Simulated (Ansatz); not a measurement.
The structure comes from a relaxation in the same program, started in the bcc type, and has space group Im-3m. Whether it is a known phase or the ground state wasn't checked.

A run of Ansatz 0.2.0 printed the following.

```
Yb: projections on atomic orbitals take those of the free atom 1s2 2s2 2p6 3s2 3p6 3d10 4s2 4p6 4d10 4f14 5s2 5p6 5d0 6s2, of charge +0.00 (hamiltonian.pseudopotentials.projection_atoms)
LAPW: plane waves up to 7.570 Å⁻¹, error target 5.0e-4 eV per atom; small_component_spin mean_spin; Yb in spheres of 1.777 Å, 34 of its electrons in bands, Dirac shells []
Engine: ansatz 0.2.0
Pseudopotentials: kind: all_electron
Pseudopotential: Yb, LAPW, valence charge 34, Koelling and Harmon's equation, gaussian nucleus
Functional definition: PBE
  parameter kappa = 0.804
  parameter beta = 0.06672455060314922
  exchange = pbe_x(kappa = kappa, mu = beta*pi^2/3)
  correlation = pbe_c(beta = beta)
Crystal: 1 atoms, lattice volume = 34.578 Å³
Basis set: ecut = 218.35570448636986 eV, 249 PW (Γ), exchange–correlation at level 2
Bands: 21, of which v1, the nominal top of the filled ones, is band 17 counted from 1 (16 counted from 0)
Symmetry: 48 space group operations
Space group: Im-3m (ITA 229), of the structure as read, at distance tolerance 3.3e-5 Å
k-points: 120 of 3375
Non-local potential: Yb, projectors of the file, none
Initial density: superposition of atomic densities (chi_scale 0.1, normalization cell)
Initial wavefunctions: plane waves of lowest kinetic energy (no species holds an atomic orbital)
Functional: x = pbe(κ = 0.804, μ = 0.2195149727645171), c = pbe(β = 0.06672455060314922)
iter 1 solved again at ethr=3.09e-3 eV; its pass at ethr=1.00e-1 eV (dr2=1.05e0 eV) is discarded
SCF iter   1: F=—  HF=-382545.683845 eV  |F-HF|=—  |Δ(HF+E_count)|=         —  Δρ=5.33e-2  dr2=1.05e0  ethr=3.09e-3  ⟨swp⟩=2.0  Hψ=15728  notcnv=0
preconditioner: auto → Kerker (q_TF=auto, 2.721 Å⁻¹)  [metal: Δε(μ)=0.002 eV  Ē_g=9.012 eV  σ=0.050 eV  W_gap=0.01  n_scr=12 (ndim 8)  ℏωp=29.6 eV  f_vac=0.000  D(μ)=25.24/eV (n_scr^D=934)]
SCF iter   2: F=—  HF=-382600.809532 eV  |F-HF|=—  |Δ(HF+E_count)|=    5.51e1  Δρ=3.00e-2  dr2=2.49e-1  ethr=3.09e-3  ⟨swp⟩=3.0  Hψ=8245  notcnv=0
SCF iter   3: F=—  HF=-382563.154837 eV  |F-HF|=—  |Δ(HF+E_count)|=    3.77e1  Δρ=1.97e-2  dr2=1.01e-1  ethr=7.34e-4  ⟨swp⟩=3.0  Hψ=8007  notcnv=0
SCF iter   4: F=—  HF=-382544.073826 eV  |F-HF|=—  |Δ(HF+E_count)|=    1.91e1  Δρ=9.00e-3  dr2=1.84e-2  ethr=2.98e-4  ⟨swp⟩=3.0  Hψ=9437  notcnv=0
SCF iter   5: F=—  HF=-382543.916043 eV  |F-HF|=—  |Δ(HF+E_count)|=   1.58e-1  Δρ=7.71e-3  dr2=1.42e-2  ethr=5.42e-5  ⟨swp⟩=2.0  Hψ=7988  notcnv=0
SCF iter   6: F=—  HF=-382543.591770 eV  |F-HF|=—  |Δ(HF+E_count)|=   3.24e-1  Δρ=2.23e-2  dr2=1.98e-1  ethr=4.18e-5  ⟨swp⟩=3.0  Hψ=9257  notcnv=0  recentre
SCF iter   7: F=—  HF=-382543.357935 eV  |F-HF|=—  |Δ(HF+E_count)|=   2.34e-1  Δρ=1.38e-2  dr2=7.94e-2  ethr=4.18e-5  ⟨swp⟩=2.0  Hψ=7288  notcnv=0
SCF iter   8: F=—  HF=-382543.306258 eV  |F-HF|=—  |Δ(HF+E_count)|=   5.17e-2  Δρ=1.08e-2  dr2=4.60e-2  ethr=4.18e-5  ⟨swp⟩=2.0  Hψ=7271  notcnv=0
SCF iter   9: F=—  HF=-382543.193152 eV  |F-HF|=—  |Δ(HF+E_count)|=   1.13e-1  Δρ=3.33e-3  dr2=3.73e-3  ethr=4.18e-5  ⟨swp⟩=2.0  Hψ=7272  notcnv=0
SCF iter  10: F=—  HF=-382543.193173 eV  |F-HF|=—  |Δ(HF+E_count)|=   2.11e-5  Δρ=2.80e-3  dr2=2.93e-3  ethr=1.10e-5  ⟨swp⟩=2.9  Hψ=8078  notcnv=0
SCF iter  11: F=—  HF=-382543.180561 eV  |F-HF|=—  |Δ(HF+E_count)|=   1.26e-2  Δρ=1.89e-3  dr2=1.33e-3  ethr=8.62e-6  ⟨swp⟩=2.0  Hψ=7215  notcnv=0
SCF iter  12: F=—  HF=-382543.173719 eV  |F-HF|=—  |Δ(HF+E_count)|=   6.84e-3  Δρ=8.39e-4  dr2=2.60e-4  ethr=3.90e-6  ⟨swp⟩=2.0  Hψ=7520  notcnv=0
iter 13 solved again at ethr=2.98e-9 eV; its pass at ethr=7.66e-7 eV (dr2=1.01e-6 eV) is discarded
SCF iter  13: F=—  HF=-382543.172373 eV  |F-HF|=—  |Δ(HF+E_count)|=   1.35e-3  Δρ=4.56e-5  dr2=1.01e-6  ethr=2.98e-9  ⟨swp⟩=2.1  Hψ=13040  notcnv=0
SCF iter  14: F=—  HF=-382543.172388 eV  |F-HF|=—  |Δ(HF+E_count)|=   1.50e-5  Δρ=1.15e-4  dr2=4.81e-6  ethr=2.98e-9  ⟨swp⟩=2.9  Hψ=7956  notcnv=0
SCF iter  15: F=—  HF=-382543.172369 eV  |F-HF|=—  |Δ(HF+E_count)|=   1.91e-5  Δρ=2.53e-5  dr2=2.30e-7  ethr=2.98e-9  ⟨swp⟩=2.0  Hψ=7830  notcnv=0
SCF iter  16: F=—  HF=-382543.172368 eV  |F-HF|=—  |Δ(HF+E_count)|=   3.94e-7  Δρ=1.06e-5  dr2=4.52e-8  ethr=6.77e-10  ⟨swp⟩=2.0  Hψ=7826  notcnv=0
SCF iter  17: F=-382543.172368 eV  HF=-382543.172368 eV  |F-HF|=1.57e-9  |Δ(HF+E_count)|=   1.13e-7  Δρ=1.04e-6  dr2=3.64e-10  ethr=1.33e-10  ⟨swp⟩=2.0  Hψ=7826  notcnv=0
SCF 1 converged in 17 iterations: F = -382543.172368 eV  dr2 = 3.64e-10
NSCF: frozen V_eff on 99 k-points
SCF converged after 17 iterations
Free energy (F): -382543.172368 eV
Harris-Foulkes:  -382543.172368 eV  (|F-HF|=1.57e-9)
Internal energy: -382543.160601 eV  (E = F + TS)
E sigma→0 (E₀):  -382543.166484 eV
Entropy (-TS):   -0.011767 eV (-11.767 meV/atom)
Fermi energy:    12.343822 eV
--- Per-component energies (eV) ---
  E_band       = -1588.128217
  E_kinetic    = 423008.580993
  E_xc         = -8002.802014
  E_electrostatic = -797548.939579  (all electrons and nuclei)
  E_smearing   = -0.011767  (= −TS)
  E_closure    = 0.000000  (closes the sum)
  E_atoms      = -382541.444210  (free atoms, spherical and without spin; not in F)
  Σ components = -382543.172368   (vs F -382543.172368, Δ=0.00e0)
  Basis errors (estimates in eV, not in F): energy 4.2e-5 per atom: plane waves 1.4e-5 (7.1e-6 summed), levels above the bands 8.2e-44, relativity 3.5e-8, radial functions 2.8e-5, core shells 1.3e-8; eigenvalues (radial functions only) 2.8e-7; not estimated: angular momenta, meshes, grids; target (lapw.basis_error) 5.0e-4; muffin-tin radii Yb 1.777 Å
--- Forces (eV/Å), atoms counted from 1 ---
  atom   1  Yb    -0.00000000     0.00000000    -0.00000000
  max |Σ_I F_I| component: 9.70e-31 eV/Å
--- Stress (GPa, compression-positive) ---
       -0.000032       0.000000      -0.000000
        0.000000      -0.000032      -0.000000
       -0.000000      -0.000000      -0.000032
  P = ⅓ Tr σ = -0.0000 GPa (-0.000 kbar)
--- Band table (eV; the first three rows and the last of 120) ---
  k-point 0: bands = ["-162.8902", "-162.8902", "-162.8902", "-162.8766", "-162.8766", "-39.2234", "-11.4111", "-11.4111", "-11.4111", "7.1418", "11.8962", "11.8962", "11.8962", "12.0335", "12.0335", "12.0335", "12.0601", "15.3427", "15.3427", "15.3427", "17.3057"]
  k-point 1: bands = ["-162.8902", "-162.8902", "-162.8902", "-162.8766", "-162.8766", "-39.2225", "-11.4289", "-11.4168", "-11.4112", "7.2560", "11.8966", "11.8976", "11.8993", "12.0296", "12.0316", "12.0317", "12.0541", "15.2462", "15.2891", "15.4619", "17.1502"]
  k-point 2: bands = ["-162.8902", "-162.8902", "-162.8902", "-162.8766", "-162.8766", "-39.2198", "-11.4787", "-11.4328", "-11.4113", "7.5896", "11.8980", "11.9010", "11.9085", "12.0190", "12.0209", "12.0267", "12.0451", "14.9920", "15.0588", "15.8129", "16.9119"]
  k-point 119: bands = ["-162.8902", "-162.8902", "-162.8902", "-162.8766", "-162.8766", "-39.1849", "-11.6885", "-11.6854", "-11.6854", "11.7793", "11.7834", "11.8971", "11.9414", "11.9421", "11.9421", "12.0429", "12.0429", "12.0692", "17.5428", "17.5428", "17.5623"]
--- Löwdin populations: 1 site ---
  site symbol       q [e]
     0     Yb     69.9770
  spilling = 0.000328 (of n_electrons = 70.000000)
```

The cell and starting positions:

```
CELL_PARAMETERS angstrom
-2.05232 2.05232 2.05232
2.05232 -2.05232 2.05232
2.05232 2.05232 -2.05232
ATOMIC_POSITIONS crystal
Yb 0.00000 0.00000 0.00000
```

Parts of the input that the log doesn't repeat:

```yaml
  band_path:
    path:
      - [0.0, 0.0, 0.0]
      - [0.5, -0.5, 0.5]
      - [0.0, 0.0, 0.5]
      - [0.0, 0.0, 0.0]
      - [0.25, 0.25, 0.25]
      - [0.5, -0.5, 0.5]
      - [0.25, 0.25, 0.25]
      - [0.0, 0.0, 0.5]
    npoints: 14
output:
  forces: true
  stress: true
  eigenvalues: true
  populations: true
  dos: { projected: true, de: 0.2, e_range: [-14, 8] }
```

**Question.** Write the input that produced this log.

**Answer.** 
```yaml
crystal:
  lattice:
    - [-2.0523223936, 2.0523223936, 2.0523223936]
    - [2.0523223936, -2.0523223936, 2.0523223936]
    - [2.0523223936, 2.0523223936, -2.0523223936]
  atoms:
    - { symbol: Yb, position: [0.0, 0.0, 0.0] }
kpoints:
  mp_grid: { grid: [15, 15, 15] }
  band_path:
    path:
      - [0.0, 0.0, 0.0]
      - [0.5, -0.5, 0.5]
      - [0.0, 0.0, 0.5]
      - [0.0, 0.0, 0.0]
      - [0.25, 0.25, 0.25]
      - [0.5, -0.5, 0.5]
      - [0.25, 0.25, 0.25]
      - [0.0, 0.0, 0.5]
    npoints: 14
scf:
  occupations: { method: fermi_dirac, width: 0.05 }
hamiltonian:
  xc: pbe
  pseudopotentials: { kind: all_electron, lapw: { basis_error: 0.0005 } }
output:
  forces: true
  stress: true
  eigenvalues: true
  populations: true
  dos: { projected: true, de: 0.2, e_range: [-14, 8] }
```
This is the input that was run; digits and keys that the log doesn't show could differ in an equivalent one.
